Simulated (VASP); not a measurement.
# What goes wrong when GaAs is relaxed with a bad input, part 2 of 2

Aim: see how common mistakes in a VASP relaxation show up, on GaAs. The starting structure is a measured crystal structure from the Crystallography Open Database. The first relaxation on each setting starts from this cell expanded by 3 % in volume.

VASP 6.6.1.

Results so far: reference 22.66 Å³ an atom; a leftover external pressure of 100 kbar 20.30 Å³ an atom.

## Step 5: Relaxation with too few ionic steps (continued)

Level of this step: PBEsol; plane waves and PAW (As, Ga_d) (VASP).

Parts of OUTCAR (step 5):

```text
  Total        0.2107225      0.2107225      0.2107225     -0.0000000     -0.0000000      0.0000000
  in kB        7.5244222      7.5244222      7.5244222     -0.0000000     -0.0000000      0.0000000
  external PRESSURE =       7.5244222 kB  Pullay stress =       0.0000000 kB

 POSITION                                       TOTAL-FORCE (eV/Angst)
 -----------------------------------------------------------------------------------
      4.23056      4.23056      4.23056        -0.000000      0.000000      0.000000
      5.64074      2.82037      2.82037         0.000000     -0.000000     -0.000000
 -----------------------------------------------------------------------------------
    total drift:                               -0.000001     -0.000001     -0.000001

  FREE ENERGIE OF THE ION-ELECTRON SYSTEM (eV)
  ---------------------------------------------------
  free  energy   TOTEN  =        -9.0642989474 eV

  energy  without entropy=       -9.0642989474  energy(sigma->0) =       -9.06429895

[... 1 part as in an earlier step ...]

[... 2 further parts left out ...]
[key lines of the parts left out:]
E-fermi :   4.0047
```

The relaxation used up its 2 ionic steps (NSW) before forces and stress met EDIFFG.

## Step 6: Relaxation with a smearing far too wide

A slip made on purpose: a smearing far too wide. Against step 2 the input has SIGMA = 2 (also changed: NELM).

Input file INCAR:

```
SYSTEM = GaAs
PREC = Accurate
ENCUT = 450
EDIFF = 1E-06
NELM = 60
ISMEAR = 0
SIGMA = 2
LREAL = .FALSE.
ALGO = Normal
GGA = PS
NBANDS = 15
LORBIT = 11
LWAVE = .FALSE.
LCHARG = .FALSE.
KPAR = 4
IBRION = 2
NSW = 50
ISIF = 3
EDIFFG = -0.006
```

Input file POSCAR:

```
GaAs
1.0
    0.0000000000      2.8548404342      2.8548404342
    2.8548404342      0.0000000000      2.8548404342
    2.8548404342      2.8548404342      0.0000000000
As Ga
1 1
Direct
    0.7500000000      0.7500000000      0.7500000000
    0.0000000000      0.0000000000      0.0000000000
```

Input file KPOINTS:

```
Automatic mesh
0
Gamma
6 6 6
0 0 0
```

PAW data sets: As and Ga_d (PBE family, release 64).

Run with:

```
mpirun -np 4 vasp_std
```

The log of the run:

```text
[... set-up lines as in an earlier step ...]
 entering main loop
       N       E                     dE             d eps       ncg     rms          rms(c)
DAV:   1     0.769156587356E+02    0.76916E+02   -0.84960E+03   488   0.148E+03
DAV:   2    -0.354519926273E+01   -0.80461E+02   -0.77097E+02   536   0.294E+02
DAV:   3    -0.948268330535E+01   -0.59375E+01   -0.59119E+01   578   0.669E+01
DAV:   4    -0.957206292813E+01   -0.89380E-01   -0.89365E-01   571   0.906E+00
[...]
DAV:  10    -0.942519179384E+01   -0.11567E-04   -0.33296E-05   601   0.513E-02    0.213E-02
DAV:  11    -0.942520171876E+01   -0.99249E-05   -0.12775E-05   550   0.401E-02    0.195E-03
DAV:  12    -0.942520174419E+01   -0.25429E-07   -0.50549E-07   492   0.109E-02
   1 F= -.94252017E+01 E0= -.88505572E+01  d E =-.942520E+01
[...]
N       E                     dE             d eps       ncg     rms          rms(c)
DAV:   1    -0.949789434636E+01   -0.72693E-01   -0.90086E-01   606   0.175E+01    0.150E+00
[...]
DAV:   5    -0.942802207515E+01    0.19492E-03   -0.11462E-04   571   0.143E-01    0.963E-03
DAV:   6    -0.942801916697E+01    0.29082E-05   -0.99247E-06   585   0.476E-02    0.576E-03
DAV:   7    -0.942801938814E+01   -0.22117E-06   -0.13007E-06   317   0.205E-02
   2 F= -.94280194E+01 E0= -.88324553E+01  d E =-.281764E-02
 trial-energy change:   -0.002818  1 .order   -0.002815   -0.006285    0.000656
 step:   0.9055(harm=  0.9055)  dis= 0.00000  next Energy=    -9.428048 (dE=-0.285E-02)
[...]
N       E                     dE             d eps       ncg     rms          rms(c)
DAV:   1    -0.942867127470E+01   -0.65211E-03   -0.78771E-03   606   0.158E+00    0.143E-01
DAV:   2    -0.942817856018E+01    0.49271E-03   -0.84963E-04   592   0.618E-01    0.649E-02
DAV:   3    -0.942805837926E+01    0.12018E-03   -0.13376E-04   606   0.209E-01    0.146E-02
DAV:   4    -0.942804737158E+01    0.11008E-04   -0.12576E-05   538   0.463E-02    0.501E-03
DAV:   5    -0.942804576411E+01    0.16075E-05   -0.95459E-07   289   0.138E-02    0.757E-04
DAV:   6    -0.942804576671E+01   -0.25980E-08   -0.13498E-07   254   0.437E-03
   3 F= -.94280458E+01 E0= -.88345158E+01  d E =-.284402E-02
[...]
reached required accuracy - stopping structural energy minimisation
```

It took 8.8 s on 4 MPI ranks of Intel Xeon Platinum 8375C at 2.90GHz (Ice Lake), shared host; peak memory 0.58 GiB.

OUTCAR, selected parts (step 6):

```text
  Total        0.0047728      0.0047728      0.0047728      0.0000000      0.0000000      0.0000000
  in kB        0.1611948      0.1611948      0.1611948      0.0000000      0.0000000      0.0000000
  external PRESSURE =       0.1611948 kB  Pullay stress =       0.0000000 kB

 POSITION                                       TOTAL-FORCE (eV/Angst)
 -----------------------------------------------------------------------------------
      4.30983      4.30983      4.30983        -0.000000     -0.000000     -0.000000
      0.00000      0.00000      0.00000         0.000000      0.000000      0.000000
 -----------------------------------------------------------------------------------
    total drift:                               -0.000001     -0.000001     -0.000001

  FREE ENERGIE OF THE ION-ELECTRON SYSTEM (eV)
  ---------------------------------------------------
  free  energy   TOTEN  =        -9.4280457667 eV

  energy  without entropy=       -8.2409858301  energy(sigma->0) =       -8.83451580

[... 2 parts as in an earlier step ...]

[... 2 further parts left out ...]
[key lines of the parts left out:]
E-fermi :   3.7642
```

With a smearing far too wide the cell ends at 23.720 Å³ an atom, +4.67 % from the reference.

## Step 7: The runs compared

```tsv
run	ended	volume (Å³/atom)	change (%)	pressure left (GPa)	core minutes
reference	converged	22.662	-	0.02	1.2
a leftover external pressure of 100 kbar	converged	20.302	-10.41	10.03	0.787
too few electronic steps	stopped by VASP	-	-	-	0.587
too few ionic steps	not converged	-	-	-	0.627
a smearing far too wide	converged	23.72	4.67	0.02	0.587
```

Core minutes are wall time times ranks, summed over the relaxations behind a row (those for a bulk modulus apart), on shared hosts.

## Step 8: Outcome

| Item | Value |
| --- | --- |
| volume of the reference | 22.66 Å³/atom |
| volume against the reference, a leftover external pressure of 100 kbar | -10.41 % |
| volume against the reference, a smearing far too wide | +4.67 % |
| run with too few electronic steps | stopped by VASP |
| run with too few ionic steps | not converged |

In words: VASP stopped by itself in the run with too few electronic steps. The run with too few ionic steps didn't converge. Finished, but with signs in the output that stand out against the reference: a leftover external pressure of 100 kbar, with the volume changed by -10.4 % (signs: the Pulay stress that OUTCAR prints, which here is the typed pressure); a smearing far too wide, with the volume changed by +4.7 % (signs: 1.0 GPa at the first ionic step (of the first relaxations, not shown; reference: -1.7 GPa) and a large entropy term in the energy). The reference was restarted once and the runs with a slip weren't, so their cells may not have settled fully. Further runs on this material are not shown.

[Lines on the potential files, build, host, timing and source positions are cut from VASP's logs without a mark.]

[Logs are printed without paths, hosts, clocks, repeated set-up lines and the standing remarks that a program may print on its own settings, such as how far it seeks lower states.]

[Hosts, paths, dates, database ids (printed as entryN), source tags and the programs' standing remarks are cut or masked in the printed files.]
